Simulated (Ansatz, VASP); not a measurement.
This is a calculation of Si for Ansatz 0.2.0.

The input input.yaml:

```yaml
crystal:
  lattice:
    - [0.0, 2.7218511865, 2.7218511865]
    - [2.7218511865, 0.0, 2.7218511865]
    - [2.7218511865, 2.7218511865, 0.0]
  atoms:
    - { symbol: Si, position: [0.5, 0.5, 0.5] }
    - { symbol: Si, position: [0.75, 0.75, 0.75] }
kpoints:
  mp_grid: { grid: [8, 8, 8] }
scf:
  occupations: { method: fermi_dirac, width: 0.05 }
hamiltonian:
  xc: pbesol
  pseudopotentials: { kind: all_electron, lapw: { basis_error: 0.001 } }
output:
  forces: true
  stress: true
relax:
  f_tol: 0.02
  max_steps: 60
  cell: {}
```

Potentials or basis: all-electron LAPW, scalar-relativistic.

Run with:

```bash
$ ansatz run input.yaml --threads 1 --pin off --max-ram 3072MiB --backend cpu --events-out ev --progress --plain --runs-dir out
```

Problem. Set up the same calculation for VASP 6.6.1. Potentials there: VASP PAW PBE potentials, release 64 (Si).

Solution. As run (the cutoff follows the program's own potentials):

INCAR

```
PREC = Accurate ; ENCUT = 600
EDIFF = 1E-6 ; ISMEAR = -1
SIGMA = 0.05 ; LREAL = False
LASPH = True ; NELM = 80
ALGO = Normal ; ISIF = 3
LWAVE = False ; LCHARG = False
GGA = PS ; IBRION = 2
NSW = 80 ; EDIFFG = -0.02
```

File KPOINTS:

```
Automatic mesh
0
Gamma
  8 8 8
```

The input POSCAR:

```
Si
1.0
    0.0000000000      2.7218511865      2.7218511865
    2.7218511865      0.0000000000      2.7218511865
    2.7218511865      2.7218511865      0.0000000000
Si
2
Direct
    0.5000000000      0.5000000000      0.5000000000
    0.7500000000      0.7500000000      0.7500000000
```

Potentials or basis: VASP PAW PBE potentials, release 64 (Si).

Command:

```sh
$ cat potpaw_PBE.64/Si/POTCAR > POTCAR
$ mpirun -np 1 vasp_std > vasp.out
```

Both were run:

|  | VASP | Ansatz | Ansatz less VASP |
| --- | --- | --- | --- |
| relaxed volume (Å³/atom) | 20.08 | 20.04 | -0.034 |
| relaxed cell length with the largest relative difference (Å) | 3.844 | 3.842 | -0.0022 |

Ansatz ran all-electron here, so the differences hold the error of VASP's frozen core and of both bases.

Caveats: the PAW data sets were made with another functional, which shifts forces and pressure a little (VASP). Expect the measured gap to be larger: semilocal functionals such as PBEsol lack the derivative discontinuity. A k mesh can miss the band edges.
